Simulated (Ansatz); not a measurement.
The system is SrCl2.

```
Sr Cl
1.0
     0.00000    3.48835    3.48835
     3.48835    0.00000    3.48835
     3.48835    3.48835    0.00000
Sr Cl
1 2
Cartesian
  0.0000 0.0000 0.0000
  5.2325 5.2325 5.2325
  1.7442 1.7442 1.7442
```

Base run:

- Program: Ansatz 0.2.0
- Functional: PBE0
- Potentials or basis: Ansatz PAW
- Cutoff: 420 eV (not typed: the program's choice for these potentials)
- k mesh: 4 × 4 × 4
- Occupations: fermi-dirac, width 0.05 eV
- Spin: no spin polarisation

Its results: band gap on the k mesh 7.35 eV, indirect (least direct gap 7.58 eV); pressure 0.4 GPa.

**Question.** The run is repeated on the same cell with these changes: functional from PBE0 to HSE06. What comes out?

**Answer.** Band gap on the k mesh 6.62 eV, indirect (least direct gap 6.83 eV); pressure 0.5 GPa.

Caveats: the PAW data sets come from PBE, with cores solved anew for the run's functional, which leaves a small shift of forces and pressure; the thresholds are loose for stress.
